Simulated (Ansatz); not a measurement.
Bulk crystal (SnO2) after relaxation:

```cif
data_structure
_symmetry_space_group_name_H-M 'P4_2/mnm'
_symmetry_Int_Tables_number 136
_cell_length_a 4.8272
_cell_length_b 4.8272
_cell_length_c 3.2382
_cell_angle_alpha 90.000
_cell_angle_beta 90.000
_cell_angle_gamma 90.000
_cell_volume 75.45
loop_
_atom_site_label
_atom_site_type_symbol
_atom_site_symmetry_multiplicity
_atom_site_Wyckoff_symbol
_atom_site_fract_x
_atom_site_fract_y
_atom_site_fract_z
_atom_site_occupancy
Sn1 Sn 2 a 0.50000 0.50000 0.50000 1
O1 O 4 f 0.19342 0.80658 0.50000 1
```

Miller indices refer to the conventional cell of P4_2/mnm (No. 136), a = 4.827 Å, b = 4.827 Å, c = 3.238 Å, α = 90.00°, β = 90.00°, γ = 90.00°. The bulk's gap is 0.68 eV.

The (110) slab of 12 planes, 12.9 Å thick with 15 Å of vacuum as cut; outer planes O (top) and O (bottom).

All numbers below come from Ansatz, DFT PBE, scalar-relativistic, plane waves, PAW. Cutoff 420 eV; k points 8×4×1 on the computed 24-atom cell (Γ-centred); Gaussian smearing, width 0.05 eV; no spin polarisation. The cell repeats along c with a dipole correction in the vacuum.

The slab's middle planes relax by over 3 % too, so it holds no bulk-like region.

Results for the relaxed slab:

```yaml
Surface_energy_mean_of_both_faces: 0.96 J/m²
Gap_of_the_slab_on_the_mesh: 0.75 eV
```

Relaxation lowers the energy by 0.382 J/m² a face; the largest move is 0.236 Å.

```
plane (bottom to top) atoms spacing to next, bulk (Å) relaxed (Å) change (%) rumpling (Å)
                    1      O                      1.320        1.327        +0.5         0.000
                    2  Sn2O2                      1.320        1.325        +0.3         0.397
                    3      O                      0.772        0.946       +22.4         0.000
                    4      O                      1.320        1.225        -7.2         0.000
                    5  Sn2O2                      1.320        1.422        +7.7         0.257
                    6      O                      0.772        0.590       -23.7         0.000
                    7      O                      1.320        1.422        +7.7         0.000
                    8  Sn2O2                      1.320        1.225        -7.2         0.257
                    9      O                      0.772        0.946       +22.4         0.000
                   10      O                      1.320        1.325        +0.3         0.000
                   11  Sn2O2                      1.320        1.327        +0.5         0.397
                   12      O                                                             0.000
```

Gaps are read on the k points sampled, so a band crossing between them can be missed.

Cost: 4 runs of about 28 core-minutes in all, on Arm Neoverse V1 (shared hosts).